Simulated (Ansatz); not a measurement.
## SiO$_{2}$: input and output of an SCF run

The cell (12 atoms) is SiO$_{2}$ as a measured crystal structure (space group Pbcn). Sizeable forces remain on the atoms, so the positions aren't those of the computed minimum. Source: COD entry 9002782, which need not be the ambient phase.

The calculation used DFT, PBE, PAW, plane waves, scalar-relativistic in Ansatz.

Input:

```yaml
crystal:
  lattice:
    - [4.097, 0.0, 0.0]
    - [0.0, 5.0462, 0.0]
    - [0.0, 0.0, 4.4946]
  atoms:
    - { symbol: Si, position: [0.0, 0.1522, 0.25] }
    - { symbol: Si, position: [0.5, 0.3478, 0.75] }
    - { symbol: Si, position: [0.0, 0.8478, 0.75] }
    - { symbol: Si, position: [0.5, 0.6522, 0.25] }
    - { symbol: O, position: [0.7336, 0.6245, 0.9186] }
    - { symbol: O, position: [0.7664, 0.8755, 0.4186] }
    - { symbol: O, position: [0.2336, 0.8755, 0.0814] }
    - { symbol: O, position: [0.2664, 0.6245, 0.5814] }
    - { symbol: O, position: [0.2664, 0.3755, 0.0814] }
    - { symbol: O, position: [0.2336, 0.1245, 0.5814] }
    - { symbol: O, position: [0.7664, 0.1245, 0.9186] }
    - { symbol: O, position: [0.7336, 0.3755, 0.4186] }
hamiltonian:
  xc: pbe
  pseudopotentials: { kind: paw }
basis:
  ecutwfc: 420
kpoints:
  mp_grid: { grid: [5, 4, 4] }
scf:
  occupations: { method: fermi_dirac, width: 0.03 }
  lower_state_search: "off"
output:
  forces: true
  stress: true
  write_density: true
  write_potential: true
  elf: true
  volumetric_format: npy
```

The run was started with:
```sh
ansatz run input.yaml --threads 2 --pin off --max-ram 5120MiB --backend cpu --events-out ev --progress --plain --runs-dir out
```

Output (shortened):

```
Pseudopotentials: kind: paw
Pseudopotential: Si, paw, valence charge 4, recommended cutoff 420 eV (normal), Si.paw.azcp
Pseudopotential: O, paw, valence charge 6, recommended cutoff 420 eV (normal), O.paw.azcp
Functional definition: PBE
Crystal: 12 atoms, lattice volume = 92.923 Å³
Basis set: ecut = 420 eV, 1827 PW (Γ), exchange–correlation on 60×72×64 points (8 copies of the dense FFT grid, shifted against one another)
Bands: 44, of which v1, the nominal top of the filled ones, is band 32 counted from 1 (31 counted from 0)
Symmetry: 8 space group operations
Space group: Pbcn (ITA 60), of the structure as read, at distance tolerance 4.5e-5 Å
k-points: 27 of 80
Non-local potential: Si, projectors of the file, l = 0: 2, l = 1: 2, l = 2: 2
Non-local potential: O, projectors of the file, l = 0: 2, l = 1: 2, l = 2: 1
Initial density: superposition of atomic densities (neutral atoms: chi_scale 0, normalization atom), corrected by the library's trained network
Initial wavefunctions: pseudopotential atomic-orbital guess
Functional: x = pbe(κ = 0.804, μ = 0.2195149727645171), c = pbe(β = 0.06672455060314922)
SCF iter   1: F=—  HF=-7093.167384 eV  |F-HF|=—  |Δ(HF+E_count)|=         —  Δρ=2.69e-3  dr2=2.12e-3  ethr=1.77e-3  ⟨swp⟩=8.5  Hψ=6479  notcnv=0  defer=33
preconditioner: auto → Resta (q_TF=auto, 2.564 Å⁻¹)  ε∞=3.8  [insulator: Δε(μ)=5.590 eV  Ē_g=18.430 eV  σ=0.030 eV  W_gap=1.00  n_scr=28 (ndim 8)  ℏωp=30.8 eV  f_vac=0.000  D(μ)=0.00/eV (n_scr^D=0)  ε∞_Penn≈3.8]
SCF iter   2: F=—  HF=-7093.167021 eV  |F-HF|=—  |Δ(HF+E_count)|=   3.63e-4  Δρ=1.47e-3  dr2=6.87e-4  ethr=3.31e-6  ⟨swp⟩=2.2  Hψ=2208  notcnv=0  defer=135
SCF iter   3: F=—  HF=-7093.167602 eV  |F-HF|=—  |Δ(HF+E_count)|=   5.81e-4  Δρ=3.73e-4  dr2=7.69e-5  ethr=1.07e-6  ⟨swp⟩=2.7  Hψ=2011  notcnv=0  defer=135
SCF iter   4: F=—  HF=-7093.167807 eV  |F-HF|=—  |Δ(HF+E_count)|=   2.04e-4  Δρ=7.06e-5  dr2=1.81e-6  ethr=1.20e-7  ⟨swp⟩=2.0  Hψ=1684  notcnv=0  defer=135
SCF iter   5: F=—  HF=-7093.167809 eV  |F-HF|=—  |Δ(HF+E_count)|=   2.21e-6  Δρ=1.72e-5  dr2=1.73e-7  ethr=2.83e-9  ⟨swp⟩=2.6  Hψ=1804  notcnv=0  defer=135
SCF iter   6: F=-7093.167809 eV  HF=-7093.167809 eV  |F-HF|=5.57e-9  |Δ(HF+E_count)|=   2.26e-7  Δρ=3.27e-6  dr2=9.99e-9  ethr=1.56e-10  ⟨swp⟩=16.9  Hψ=9240  notcnv=0
SCF 1 converged in 6 iterations: F = -7093.167809 eV  dr2 = 9.99e-9
  greatest PAW one-centre occupation: 0.860 electrons in one spin orbital (limit 2), on the O atom at site 11 (counted from 0), in its partial waves of l = 0
SCF converged after 6 iterations
Free energy (F): -7093.167809 eV
Harris-Foulkes:  -7093.167809 eV  (|F-HF|=5.57e-9)
Internal energy: -7093.167809 eV  (E = F + TS)
E sigma→0 (E₀):  -7093.167809 eV
Fermi energy:    13.002388 eV
--- Per-component energies (eV) ---
  E_band       = 144.424933
  E_kinetic    = 1627.161323
  E_local      = -2387.372316  (includes V_loc(G=0)·N_el)
  E_nonlocal   = 472.251148
  E_hartree    = 848.019690
  E_xc         = -823.438006
  E_vxc        = -958.728925  (∫ρ·V_xc dr)
  E_paw        = -3323.302086  (= ΣΔE_a)
  E_vpaw       = -304.946317  (= ΣTr[D̂ρ^β])
  E_aug_tail   = 0.020577  (compensation charges beyond the density's cutoff)
  E_ewald      = -3506.508140
  E_smearing   = -0.000000  (= −TS)
  E_closure    = 0.000000  (closes the sum)
  Σ components = -7093.167809   (vs F -7093.167809, Δ=0.00e0)
--- Forces (eV/Å), atoms counted from 1 ---
  atom   1  Si     0.00000000    -0.35235091    -0.00000000
  atom   2  Si     0.00000000     0.35235091     0.00000000
  atom   3  Si     0.00000000     0.35235091    -0.00000000
  atom   4  Si     0.00000000    -0.35235091     0.00000000
  atom   5  O     -0.55460196    -0.80921486     0.17519862
  atom   6  O      0.55460196     0.80921486     0.17519862
  atom   7  O     -0.55460196     0.80921486    -0.17519862
  atom   8  O      0.55460196    -0.80921486    -0.17519862
  atom   9  O      0.55460196     0.80921486    -0.17519862
  atom  10  O     -0.55460196    -0.80921486    -0.17519862
  atom  11  O      0.55460196    -0.80921486     0.17519862
  atom  12  O     -0.55460196     0.80921486     0.17519862
  max |Σ_I F_I| component: 1.11e-16 eV/Å
--- Stress (GPa, compression-positive) ---
        3.441568       0.000000       0.000000
        0.000000       6.955393       0.000000
        0.000000       0.000000       6.453811
  P = ⅓ Tr σ = 5.6169 GPa (56.169 kbar)
--- Band table (eV; the first three rows and the last of 27) ---
  k-point 0: bands = ["-11.7367", "-8.7856", "-8.7289", "-8.6879", "-8.2508", "-7.5655", "-7.4684", "-7.3280", "-0.2102", "1.0557", "2.2083", "2.2197", "3.0559", "3.5234", "3.8279", "4.6026", "4.7990", "5.4937", "5.6624", "5.7701", "5.9543", "6.3471", "6.7121", "7.6107", "7.6249", "7.8391", "8.6625", "8.8454", "9.5346", "9.8628", "9.9218", "10.2050", "15.7901", "17.6339", "19.0962", "19.1404", "20.0918", "21.1328", "21.5861", "21.8269", "22.1968", "22.5975", "22.6815", "23.4358"]
  k-point 1: bands = ["-11.4427", "-9.4733", "-8.6711", "-8.5888", "-8.0950", "-7.5648", "-7.4723", "-7.4541", "-0.1181", "0.9638", "1.8155", "3.3596", "3.5400", "3.6459", "3.6528", "4.1099", "4.4542", "4.7981", "5.8624", "6.1516", "6.7028", "6.7654", "6.8752", "6.9942", "7.1106", "8.2192", "8.7385", "8.9717", "9.3772", "9.5276", "9.7865", "10.1063", "16.7373", "18.0137", "18.8724", "19.4761", "19.9514", "20.0732", "20.2451", "20.6165", "21.6986", "22.4791", "22.5239", "23.1083"]
  k-point 2: bands = ["-10.6154", "-10.6154", "-8.4956", "-8.4956", "-7.7263", "-7.7263", "-7.6489", "-7.6489", "0.2167", "0.2167", "3.4061", "3.4061", "3.4442", "3.4442", "3.9862", "3.9862", "4.6149", "4.6149", "5.2864", "5.2864", "6.7771", "6.7771", "7.2892", "7.2892", "7.6361", "7.6361", "8.9977", "8.9977", "9.5308", "9.5308", "9.7912", "9.7912", "18.1385", "18.1385", "18.2122", "18.2122", "19.6064", "19.6064", "20.0132", "20.0132", "22.4466", "22.4466", "23.2398", "23.2398"]
  k-point 26: bands = ["-9.3444", "-9.3444", "-9.2753", "-9.2753", "-8.2647", "-8.2647", "-8.1592", "-8.1592", "1.5996", "1.5996", "2.0923", "2.0923", "4.0333", "4.0333", "4.3282", "4.3282", "5.0838", "5.0838", "5.2622", "5.2622", "6.9677", "6.9677", "7.2628", "7.2628", "7.6832", "7.6832", "8.2703", "8.2703", "8.7741", "8.7741", "9.6044", "9.6044", "18.2160", "18.2160", "18.6976", "18.6976", "21.2947", "21.2947", "21.5215", "21.5215", "23.0202", "23.0202", "23.0468", "23.0468"]
```

Gaps of semilocal functionals run low against measured ones.

The run took 5.5 s on 2 threads of Arm Neoverse V2, with other jobs on the host, peak memory 0.39 GiB.
